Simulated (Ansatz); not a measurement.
Ge:

```xyz
1
Lattice="-1.6084 1.6084 1.8732 1.6084 -1.6084 1.8732 1.6084 1.6084 -1.8732" Properties=species:S:1:pos:R:3 pbc="T T T"
Ge    0.0000    0.0000    1.8732
```

The cell was built by a generator and needn't be a form met in nature.

| Item | Value |
| --- | --- |
| Program | Ansatz 0.2.0 |
| Task | relaxation of cell and atoms |
| Functional | PBEsol0 |
| Potentials or basis | Ansatz PAW |
| Cutoff | 420 eV (not typed: the program's choice for these potentials) |
| k mesh | 6 × 6 × 6 |
| Occupations | fermi-dirac, width 0.05 eV |
| Spin | no spin polarisation |

At the start: volume 19.38 Å³/atom.

Problem. How do energy, volume and symmetry change on relaxing?

Solution. It ends after 6 steps and the volume is 18.12 Å³/atom (-6.5 %); space group I4/mmm (No. 139, to 0.05 Å).

The path:
```
step  energy change (eV)  largest force (eV/Å)  volume (Å³)
   1              0.0000                0.0000        19.38
   2             -0.0520                0.0000        18.59
   3             -0.0846                0.0000        18.02
   4             -0.0856                0.0000        18.21
   5             -0.0858                0.0000        18.12
   6             -0.0853                0.0000        18.12
```

Final structure:
```yaml
crystal:
  lattice:
    - [-1.64367, 1.64367, 1.67720]
    - [1.64367, -1.64367, 1.67720]
    - [1.64367, 1.64367, -1.67720]
  atoms:
    - { symbol: Ge, position: [0.50000, 0.50000, 0.00000] }
```

Caveat: the k mesh is coarse (spacing up to 0.46 Å⁻¹), so the values aren't converged, least of all with exact exchange; the plane-wave basis is chosen anew once the cell has moved, so the energies of steps on either side of that aren't comparable; the PAW data sets come from PBE, with cores solved anew for the run's functional, which leaves a small shift of forces and pressure.
